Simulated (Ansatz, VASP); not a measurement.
One calculation of Be, two programs

```xyz
1
Lattice="-1.2928 1.2928 1.2928 1.2928 -1.2928 1.2928 1.2928 1.2928 -1.2928" Properties=species:S:1:pos:R:3 pbc="T T T"
Be    0.0000    0.0000    0.0000
```

Alike in both runs: task single point; functional revPBE; k mesh 20 × 20 × 20; occupations fermi-dirac, width 0.1 eV; no spin polarisation.

|  | VASP | Ansatz |
| --- | --- | --- |
| version | VASP 6.6.1 | Ansatz 0.2.0 |
| potentials or method | VASP PAW PBE potentials, release 64 (Be) | plane waves (420 eV) with PAW, scalar-relativistic |
| plane-wave cutoff (eV) | 520 | 420 |
| valence electrons in the cell | 2 | 2 |

```tsv
	VASP	Ansatz	Ansatz less VASP
pressure (GPa)	-8.0	-8.0	-0.02
```

With one functional, cell and mesh, what is left measures potentials, basis and numerics.

Caveats: the PAW data sets were made with another functional, which shifts forces and pressure a little (VASP).
